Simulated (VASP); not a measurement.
# InSe: the band gap up a ladder of functionals, part 2 of 2

Aim: the band gap of InSe at many levels of theory on one cell, with the cost of each. LASPH is on for some levels and off for others; the table marks which. The start is a cell from a database of measured crystal structures.

VASP 6.6.1, plane waves and PAW; the level of theory is named at each step.

So far, least gap on mesh and path (eV): step 2 (bands, level LDA, k 4×4×4) 0.221; step 4 (bands, level r2SCAN, k 4×4×4) 0.855; step 5 (bands, level TB-mBJ, k 4×4×4) 1.37; step 6 (bands, level TPSS, k 4×4×4) 0.566; step 7 (bands, level BLYP, k 4×4×4) 0.384.

The database entry behind the starting cell differs from later determinations by our own check (c about 1.5 % long), so it need not match the best structure at ambient conditions.

## (9) Bands with HSE06, k 4×4×4

This step: HSE06; plane waves and PAW (In_d, Se) (VASP 6.6.1).

HSE06 mixes in a quarter of exact exchange at short range, at far higher cost; in semiconductors this cures much of the gap error, while metals seldom gain.

Input file INCAR:

```
SYSTEM = InSe
PREC = Accurate
ENCUT = 400
EDIFF = 1E-06
NELM = 100
ISMEAR = 0
SIGMA = 0.02
LREAL = .FALSE.
ALGO = Normal
LHFCALC = .TRUE.
AEXX = 0.25
GGA = PE
HFSCREEN = 0.2
LASPH = .TRUE.
NBANDS = 25
PRECFOCK = Fast
LORBIT = 11
LWAVE = .FALSE.
LCHARG = .FALSE.
KPAR = 8
```

Input file POSCAR:

```
InSe
1.0
    2.0000000000      1.1547005384      8.4400000000
   -2.0000000000      1.1547005384      8.4400000000
    0.0000000000     -2.3094010768      8.4400000000
In Se
2 2
Direct
    0.0000000000      0.0000000000      0.0000000000
    0.1114000000      0.1114000000      0.1114000000
    0.6165000000      0.6165000000      0.6165000000
    0.8281000000      0.8281000000      0.8281000000
```

Input file KPOINTS:

```
Automatic mesh
0
Gamma
4 4 4
0 0 0
```

Input file KPOINTS_OPT:

```
Line mode
6
Line-mode
Reciprocal
  0.00000000   0.00000000   0.00000000 GAMMA
  0.50000000   0.00000000   0.00000000 L

  0.50000000   0.00000000   0.00000000 L
  0.50000000   0.17914517  -0.17914517 B1

  0.82085483   0.50000000   0.17914517 B
  0.50000000   0.50000000   0.50000000 Z

  0.50000000   0.50000000   0.50000000 Z
  0.00000000   0.00000000   0.00000000 GAMMA

  0.00000000   0.00000000   0.00000000 GAMMA
  0.33957259   0.00000000  -0.33957259 X

  0.66042741   0.33957259   0.00000000 Q
  0.50000000   0.50000000   0.00000000 F

  0.50000000   0.50000000   0.00000000 F
  0.66042741   0.66042741   0.17914517 P1

  0.66042741   0.66042741   0.17914517 P1
  0.50000000   0.50000000   0.50000000 Z

  0.50000000   0.00000000   0.00000000 L
  0.82085483   0.33957259   0.33957259 P
```

PAW data sets: In_d and Se (PBE family, release 64).

The WAVECAR or CHGCAR of an earlier step is read.

Command:

```console
$ mpirun -np 8 vasp_std
```

Wall time 11 min (8 MPI ranks of Intel Xeon 6975P-C (Granite Rapids), shared host).

The run ended with an error.

VASP's message: “internal error in CHECK_GEN_LAYOUT: G-vectors changed at ik:26 old: 2118 new: 2117”. No number of this run is used.

## (10) Starting orbitals for the hybrid with PBEsol, k 4×4×4 (run 2)

This step: PBEsol; plane waves and PAW (In_d, Se) (VASP 6.6.1).

Again a semilocal start for the hybrid that follows.

Input file INCAR:

```
SYSTEM = InSe
PREC = Accurate
ENCUT = 407
EDIFF = 1E-05
NELM = 100
ISMEAR = 0
SIGMA = 0.02
LREAL = .FALSE.
ALGO = Normal
GGA = PS
NBANDS = 25
LORBIT = 11
LWAVE = .TRUE.
LCHARG = .FALSE.
KPAR = 8
```

POSCAR is that of step 9.

KPOINTS is that of step 9.

Command:

```console
$ mpirun -np 8 vasp_std
```

Elapsed: 24 s, on 8 MPI ranks; peak memory 3.6 GiB.

This step gave:

- Fermi energy: 4.109 eV
- pressure: 0.4769 GPa

Force by atom:

```tsv
atom	x (eV/Å)	y (eV/Å)	z (eV/Å)	size
In1	0.000	0.000	0.291	0.291
In2	0.000	0.000	-0.308	0.308
Se3	0.000	0.000	-0.096	0.096
Se4	0.000	0.000	0.113	0.113
```

The run ends at a pressure of 0.48 GPa, with forces up to 0.31 eV/Å.

## (11) Bands with HSE06, k 4×4×4 (run 2)

This step: HSE06; plane waves and PAW (In_d, Se) (VASP 6.6.1).

Input file INCAR:

```
SYSTEM = InSe
PREC = Accurate
ENCUT = 407
EDIFF = 1E-06
NELM = 100
ISMEAR = 0
SIGMA = 0.02
LREAL = .FALSE.
ALGO = Normal
LHFCALC = .TRUE.
AEXX = 0.25
GGA = PE
HFSCREEN = 0.2
LASPH = .TRUE.
NBANDS = 25
PRECFOCK = Fast
LORBIT = 11
LWAVE = .FALSE.
LCHARG = .FALSE.
KPAR = 8
```

POSCAR is that of step 10.

KPOINTS is that of step 10.

KPOINTS_OPT is that of step 9.

The WAVECAR or CHGCAR of an earlier step is read.

Command:

```console
$ mpirun -np 8 vasp_std
```

Elapsed: 10 min, on 8 MPI ranks.

The run ended with an error.

VASP's message: “internal error in CHECK_GEN_LAYOUT: G-vectors changed at ik:26 old: 2166 new: 2163”. No number of this run is used.

## (12) Bands with B3LYP, k 4×4×4

This step: B3LYP; plane waves and PAW (In_d, Se) (VASP 6.6.1).

B3LYP, with a fifth of exact exchange, was fitted to molecules.

Input file INCAR:

```
SYSTEM = InSe
PREC = Accurate
ENCUT = 400
EDIFF = 1E-06
NELM = 100
ISMEAR = 0
SIGMA = 0.02
LREAL = .FALSE.
ALGO = Normal
LHFCALC = .TRUE.
AEXX = 0.2
GGA = B3
AGGAX = 0.72
AGGAC = 0.81
ALDAC = 0.19
LASPH = .TRUE.
NBANDS = 25
PRECFOCK = Fast
HFRCUT = -1
LORBIT = 11
LWAVE = .FALSE.
LCHARG = .FALSE.
KPAR = 8
```

POSCAR is that of step 11.

KPOINTS is that of step 11.

KPOINTS_OPT is that of step 11.

Command:

```console
$ mpirun -np 8 vasp_std
```

The job ended after 10 min (8 MPI ranks).

The run ended with an error.

VASP's message: “internal error in CHECK_GEN_LAYOUT: G-vectors changed at ik:26 old: 2118 new: 2117”. No number of this run is used.

## (13) Bands with B3LYP, k 4×4×4 (run 2)

Edit INCAR of step 12 so:

```diff
@@ -2,3 +2,3 @@
 PREC = Accurate
-ENCUT = 400
+ENCUT = 407
 EDIFF = 1E-06
```

POSCAR is that of step 12.

KPOINTS is that of step 12.

KPOINTS_OPT is that of step 12.

Command:

```console
$ mpirun -np 8 vasp_std
```

Elapsed: 9.6 min, on 8 MPI ranks.

The run ended with an error.

VASP's message: “internal error in CHECK_GEN_LAYOUT: G-vectors changed at ik:26 old: 2166 new: 2163”. No number of this run is used.

## (14) Dielectric constant for the exchange share

This step: PBEsol; plane waves and PAW (In_d, Se) (VASP 6.6.1).

A dielectric-dependent hybrid needs the dielectric constant, which this PBEsol response run is meant to supply.

Input file INCAR:

```
SYSTEM = InSe
PREC = Accurate
ENCUT = 400
EDIFF = 1E-08
NELM = 100
ISMEAR = 0
SIGMA = 0.01
LREAL = .FALSE.
ALGO = Normal
GGA = PS
NBANDS = 25
LORBIT = 11
LWAVE = .FALSE.
LCHARG = .FALSE.
KPAR = 8
LEPSILON = .TRUE.
```

POSCAR is that of step 13.

Input file KPOINTS:

```
Automatic mesh
0
Gamma
8 8 8
0 0 0
```

Command:

```console
$ mpirun -np 8 vasp_std
```

It took 11 min on 8 MPI ranks.

The run was cut off at its time limit.

More ranks or a longer limit would be the way on.

## (15) Bands with r2SCANh, k 4×4×4

This step: r2SCANh; plane waves and PAW (In_d, Se) (VASP 6.6.1).

r2SCANh replaces a tenth of the r2SCAN exchange by exact exchange.

Input file INCAR:

```
SYSTEM = InSe
PREC = Accurate
ENCUT = 400
EDIFF = 1E-06
NELM = 100
ISMEAR = 0
SIGMA = 0.02
LREAL = .FALSE.
ALGO = Normal
LHFCALC = .TRUE.
AEXX = 0.1
METAGGA = R2SCAN
LASPH = .TRUE.
NBANDS = 25
PRECFOCK = Fast
HFRCUT = -1
LORBIT = 11
LWAVE = .FALSE.
LCHARG = .FALSE.
KPAR = 8
```

POSCAR is that of step 14.

Input file KPOINTS:

```
Automatic mesh
0
Gamma
4 4 4
0 0 0
```

KPOINTS_OPT is that of step 13.

Command:

```console
$ mpirun -np 8 vasp_std
```

The job ended after 15 min (8 MPI ranks).

The run ended with an error.

VASP's message: “internal error in CHECK_GEN_LAYOUT: G-vectors changed at ik:26 old: 2118 new: 2117”. No number of this run is used.

## (16) Bands with r2SCANh, k 4×4×4 (run 2)

Edit INCAR of step 15 so:

```diff
@@ -2,3 +2,3 @@
 PREC = Accurate
-ENCUT = 400
+ENCUT = 407
 EDIFF = 1E-06
```

POSCAR is that of step 15.

KPOINTS is that of step 15.

KPOINTS_OPT is that of step 15.

Command:

```console
$ mpirun -np 8 vasp_std
```

Elapsed: 12 min, on 8 MPI ranks.

The run ended with an error.

VASP's message: “internal error in CHECK_GEN_LAYOUT: G-vectors changed at ik:26 old: 2166 new: 2163”. No number of this run is used.

## (17) Bands with PBEsol + SOC

This step: PBEsol, spin-orbit coupling; plane waves and PAW (In_d, Se) (VASP 6.6.1).

Spin-orbit coupling needs spinors and the noncollinear program, where each band holds one electron.

Input file INCAR:

```
SYSTEM = InSe
PREC = Accurate
ENCUT = 400
EDIFF = 1E-06
NELM = 100
ISMEAR = 0
SIGMA = 0.02
LREAL = .FALSE.
ALGO = Normal
GGA = PS
LNONCOLLINEAR = .TRUE.
MAGMOM = 0 0 0 0 0 0 0 0 0 0 0 0
NBANDS = 50
GGA_COMPAT = .FALSE.
LASPH = .TRUE.
LSORBIT = .TRUE.
LORBIT = 11
LWAVE = .FALSE.
LCHARG = .FALSE.
KPAR = 8
```

POSCAR is that of step 16.

Input file KPOINTS:

```
Automatic mesh
0
Gamma
5 5 5
0 0 0
```

Edit KPOINTS_OPT of step 16 so:

```diff
@@ -1,3 +1,3 @@
 Line mode
-6
+16
 Line-mode
```

Command:

```console
$ mpirun -np 8 vasp_ncl
```

It took 15 min on 8 MPI ranks; peak memory 11 GiB.

LASPH is switched on together with spin-orbit coupling, so the change from the scalar run holds both.

Electronic bands along the path, in eV, zero at the valence-band top; v1 is the highest filled band, c1 the lowest empty one:

```tsv
point	v4	v3	v2	v1	c1	c2	c3	c4
Γ	-1.20	-1.20	-1.10	-1.10	1.59	1.59	1.95	1.95
0.53 of the way	-1.83	-1.82	-1.05	-1.04	1.79	1.81	2.06	2.07
L	-2.25	-2.25	-1.70	-1.70	1.10	1.10	1.87	1.87
0.47 of the way	-2.18	-2.16	-1.61	-1.57	1.74	1.80	2.21	2.31
B1	-2.31	-2.27	-1.83	-1.75	1.62	1.65	2.31	2.42
jump to B	-2.31	-2.27	-1.83	-1.75	1.62	1.65	2.31	2.42
0.47 of the way	-2.27	-2.26	-0.80	-0.79	2.30	2.40	2.56	2.66
Z	-1.03	-1.03	0.00	0.00	0.30	0.30	2.01	2.01
0.47 of the way	-1.05	-1.05	-0.84	-0.84	1.07	1.07	2.00	2.00
Γ	-1.20	-1.20	-1.10	-1.10	1.59	1.59	1.95	1.95
0.53 of the way	-1.90	-1.83	-1.04	-1.00	2.03	2.12	2.39	2.42
X	-2.29	-2.24	-1.80	-1.73	1.68	1.70	2.22	2.32
jump to Q	-2.29	-2.24	-1.80	-1.73	1.68	1.70	2.22	2.32
0.47 of the way	-2.56	-2.46	-1.65	-1.62	1.63	1.68	1.96	2.05
F	-2.11	-2.11	-1.53	-1.53	1.08	1.08	1.88	1.88
0.47 of the way	-2.13	-2.12	-1.56	-1.56	1.13	1.13	1.83	1.84
P1	-2.16	-2.14	-1.66	-1.66	1.29	1.31	1.70	1.72
0.47 of the way	-1.72	-1.72	-0.66	-0.65	1.92	1.92	2.33	2.34
Z	-1.03	-1.03	0.00	0.00	0.30	0.30	2.01	2.01
jump to L	-2.25	-2.25	-1.70	-1.70	1.10	1.10	1.87	1.87
0.47 of the way	-2.23	-2.20	-1.74	-1.73	1.23	1.27	1.71	1.75
P	-2.16	-2.14	-1.66	-1.66	1.29	1.31	1.70	1.72
```

Of the projections kept (In, Se), the largest for each band there; the rest of the weight can lie on other orbitals:

```tsv
point	v4	v3	v2	v1	c1	c2	c3	c4
Γ	Se 0.87	Se 0.87	Se 0.84	Se 0.84	Se 0.63	Se 0.63	In 0.70	In 0.70
L	Se 0.74	Se 0.74	Se 0.57	Se 0.57	In 0.56	In 0.56	In 0.55	In 0.55
B1	Se 0.77	Se 0.76	In 0.56	In 0.59	In 0.56	In 0.57	In 0.59	In 0.60
B	Se 0.77	Se 0.76	In 0.56	In 0.59	In 0.56	In 0.57	In 0.59	In 0.60
Z	Se 0.86	Se 0.86	Se 0.75	Se 0.75	Se 0.51	Se 0.51	In 0.63	In 0.63
Γ	Se 0.87	Se 0.87	Se 0.84	Se 0.84	Se 0.63	Se 0.63	In 0.70	In 0.70
```

The gap is 0.30 eV, direct at Z. Against PBEsol that is -0.02 eV, on another mesh; this run took 6.8 times the core time.

## (18) Starting orbitals for the hybrid with PBEsol + SOC

Edit INCAR of step 17 so:

```diff
@@ -3,3 +3,3 @@
 ENCUT = 400
-EDIFF = 1E-06
+EDIFF = 1E-05
 NELM = 100
@@ -17,3 +17,3 @@
 LORBIT = 11
-LWAVE = .FALSE.
+LWAVE = .TRUE.
 LCHARG = .FALSE.
```

POSCAR is that of step 17.

Input file KPOINTS:

```
Automatic mesh
0
Gamma
4 4 4
0 0 0
```

Command:

```console
$ mpirun -np 8 vasp_ncl
```

The job ended after 2.6 min (8 MPI ranks; peak memory 10 GiB; 21 min of CPU time).

On-site spin-orbit energy by atom:

```tsv
atom	on-site spin-orbit energy (eV)
In1	-0.0710
In2	-0.0710
Se3	-0.0414
Se4	-0.0413
```

The run ends at a pressure of 0.44 GPa, with forces up to 0.31 eV/Å.

## (19) Bands with HSE06 + SOC

This step: HSE06, spin-orbit coupling; plane waves and PAW (In_d, Se) (VASP 6.6.1).

Input file INCAR:

```
SYSTEM = InSe
PREC = Accurate
ENCUT = 400
EDIFF = 1E-06
NELM = 100
ISMEAR = 0
SIGMA = 0.02
LREAL = .FALSE.
ALGO = Normal
LHFCALC = .TRUE.
AEXX = 0.25
GGA = PE
HFSCREEN = 0.2
LASPH = .TRUE.
LNONCOLLINEAR = .TRUE.
MAGMOM = 0 0 0 0 0 0 0 0 0 0 0 0
NBANDS = 50
GGA_COMPAT = .FALSE.
LSORBIT = .TRUE.
PRECFOCK = Fast
LORBIT = 11
LWAVE = .FALSE.
LCHARG = .FALSE.
KPAR = 8
```

POSCAR is that of step 18.

KPOINTS is that of step 18.

Edit KPOINTS_OPT of step 17 so:

```diff
@@ -1,3 +1,3 @@
 Line mode
-16
+6
 Line-mode
```

The run starts from files that an earlier step left in the folder.

Command:

```console
$ mpirun -np 8 vasp_ncl
```

It took 1.5 h on 8 MPI ranks.

The run was cut off at its time limit.

More ranks or a longer limit would be the way on.

## (20) The ladder as a table

This step: ladder of functionals on one cell; plane waves and PAW (VASP 6.6.1).

This step runs nothing: it gathers the runs above.

A gap of 0 means none; cost is the wall time of each run, as given at its step, times its ranks, without the set-up around it; LASPH differs between rows, which moves results and costs too. Results by level, by row:

```tsv
level	gap (eV)	least direct gap (eV)	pressure (GPa)	cost (core minutes)	LASPH
LDA	0.221	0.221	-1.06	16.7	off
PBEsol	0.323	0.323	0.43	18	off
r2SCAN	0.855	0.855	1.29	56.1	on
TB-mBJ	1.369	1.369	-	42.4	on
TPSS	0.566	0.566	2.46	59.3	on
BLYP	0.384	0.384	6	21.9	off
PBEsol + SOC	0.304	0.304	0.28	122	on
```

## (21) Summary of results

```
gap, LDA          : 0.221 eV
gap, PBEsol       : 0.323 eV
gap, r2SCAN       : 0.855 eV
gap, TB-mBJ       : 1.37 eV
gap, TPSS         : 0.566 eV
gap, BLYP         : 0.384 eV
gap, PBEsol + SOC : 0.304 eV
```

In words: For InSe, without spin-orbit coupling, the functional decides between a gap of 0.221 eV (LDA) and 1.37 eV (TB-mBJ), while across these levels the cost spans a factor of 3.6. Spin-orbit coupling changes the PBEsol gap by -0.02 eV (the two runs use different meshes). Adding the spin-orbit shift of PBEsol (-0.02 eV) to levels run without it gives estimates of 1.35 eV for TB-mBJ; the shift need not carry over unchanged. All levels use one geometry, and one mesh but for spin-orbit runs, kept coarse to afford the hybrids, so no gap here is fully converged. Costs come from a shared host. Not obtained: HSE06, because the run crashed. Not obtained: B3LYP, because the run crashed. Not obtained: the dielectric constant with PBEsol, because the run hit its time limit. Not obtained: r2SCANh, because the run crashed. Not obtained: HSE06 + SOC, because the run hit its time limit. These are single-particle gaps of a static lattice, without excitons or temperature. LASPH is on for some levels and off for others, so differences between them are not the functional's alone. The spin-orbit shifts include the switch to LASPH.

[Lines on the potential files, build, host, timing and source positions are cut from VASP's logs without a mark.]

[Logs are printed without paths, hosts, clocks, repeated set-up lines and the standing remarks that a program may print on its own settings, such as how far it seeks lower states.]

[Hosts, paths, dates, database ids (printed as entryN), source tags and the programs' standing remarks are cut or masked in the printed files.]

[A measured line is paired with the nearest computed mode of its activity, which favours agreement.]
